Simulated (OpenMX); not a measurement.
ZrO2:

```
CELL_PARAMETERS angstrom
3.59610 0.00000 0.00000
0.00000 3.59610 0.00000
0.00000 0.00000 5.17700
ATOMIC_POSITIONS crystal
Zr 0.50000 0.50000 0.50000
Zr 0.00000 0.00000 0.00000
O 0.50000 0.00000 0.79700
O 0.50000 0.00000 0.29700
O 0.00000 0.50000 0.70300
O 0.00000 0.50000 0.20300
```

Base run:

* Program: OpenMX 3.8.5
* Functional: PBE
* Dispersion: D3(BJ)
* Potentials or basis: OpenMX 2013 PBE set, Zr7.0-s3p2d2, O6.0-s2p2d1, grid cutoff 400 Ry
* k mesh: 5 × 5 × 5
* Occupations: fermi-dirac, width 0.05 eV
* Spin: no spin polarisation

Its results: band gap on the k mesh 3.61 eV, indirect (least direct gap 3.61 eV); pressure 6.2 GPa; largest force 0.029 eV/Å.

Task: The run is repeated on the same cell with these changes: dispersion from D3(BJ) to D3. What comes out?

Result: Band gap on the k mesh 3.61 eV, indirect (least direct gap 3.61 eV); pressure 7.1 GPa; largest force 0.032 eV/Å.

Caveats: an odd mesh through Γ misses points on the zone boundary, where band edges often lie; the basis of atomic orbitals isn't converged, which shifts pressures, moduli and gaps.
